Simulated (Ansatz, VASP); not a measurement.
# One calculation of HgTe, two programs

Contents of INCAR:

```
SYSTEM = HgTe
PREC = Accurate ; ENCUT = 520
EDIFF = 1E-6 ; ISMEAR = 0
SIGMA = 0.1 ; LREAL = .FALSE.
LASPH = .TRUE. ; NELM = 100
ALGO = Normal ; ISIF = 2
LWAVE = .FALSE. ; LCHARG = .FALSE.
GGA = PS ; NBANDS = 16
```

Contents of KPOINTS:

```
Automatic mesh
0
G
  12 12 12
  0 0 0
```

File POSCAR:

```
HgTe
1.0
    0.0000000000      3.3185495457      3.3185495457
    3.3185495457      0.0000000000      3.3185495457
    3.3185495457      3.3185495457      0.0000000000
Hg Te
1 1
Direct
    0.0000000000      0.0000000000      0.0000000000
    0.2500000000      0.2500000000      0.2500000000
```

Input for Ansatz:

```yaml
crystal:
  lattice:
    - [0.0, 3.3185495404, 3.3185495404]
    - [3.3185495404, 0.0, 3.3185495404]
    - [3.3185495404, 3.3185495404, 0.0]
  atoms:
    - { symbol: Hg, position: [0.0, 0.0, 0.0] }
    - { symbol: Te, position: [0.25, 0.25, 0.25] }
basis:
  ecutwfc: 420
kpoints:
  mp_grid: { grid: [12, 12, 12] }
hamiltonian:
  xc: pbesol
scf:
  occupations: { method: gaussian, width: 0.1 }
output:
  forces: true
  stress: true
  eigenvalues: true
```

Alike in both runs: task single point; functional PBEsol; k mesh 12 × 12 × 12; occupations gaussian, width 0.1 eV; no spin polarisation.

```csv
,VASP,Ansatz
version,VASP 6.6.1,Ansatz 0.2.0
potentials or method,"VASP PAW PBE potentials, release 64 (Hg, Te)","scalar-relativistic, plane waves, PAW"
plane-wave cutoff (eV),520,420
valence electrons in the cell,18,36
```

Ansatz gave:

* gap on the k mesh at the Fermi level (eV): none
* pressure (GPa): -2.1

Question: Which values does VASP return?

Answer: gap on the k mesh at the Fermi level (eV): none; pressure (GPa): -2.0.

A gap of «none» marks a metal or a gap that the smearing closes. The two sets of potentials don't hold the same shells in valence.

Caveats: the PAW data sets were made with another functional, which shifts forces and pressure a little (VASP). Spin-orbit coupling is left out, which matters for the levels of Hg, Te.
